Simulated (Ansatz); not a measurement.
Runs of Ansatz 0.2.0 on TaN. The structure is cubic, space group Fm-3m (No. 225). The conventional cell has a = 4.358 Å, b = 4.358 Å, c = 4.358 Å, α = 90.00°, β = 90.00°, γ = 90.00°. Ta (site symmetry m-3m) is surrounded by 6 N at 2.18 Å. N (site symmetry m-3m) has 6 Ta at 2.18 Å as nearest neighbours. 

```csv
level,share of exact exchange,gap on the mesh (eV),pressure (GPa)
PBE0 form with a typed share of exact exchange,0.35,none,3.1
PBE0 form with a typed share of exact exchange,0,none,15.1
PBE0 form with a typed share of exact exchange,0.15,none,9.9
PBE0,0.25,none,(a)
PBE0 form with a typed share of exact exchange,0.5,none,(b)
```

Alike in all rows: task single point; potentials or basis Ansatz PAW; no spin polarisation; cell as given; k mesh 6 × 6 × 6; cutoff (eV) 420; smearing fermi-dirac 0.05 eV; the mesh is coarse, so values aren't converged.

Task: Estimate the missing entries.

Result: (a) 6.5; (b) -1.7.

Caveats: all runs use coarse meshes; the PAW data sets come from PBE, with cores solved anew for the run's functional, which leaves a small shift of forces and pressure (some runs); the thresholds are loose for stress (some runs); the PAW data sets were made with another functional, which shifts forces and pressure a little (some runs).

A k mesh can miss the band edges, and the runs leave out spin-orbit coupling on Ta.

A gap of «none» marks a metal or a gap under the smearing width.
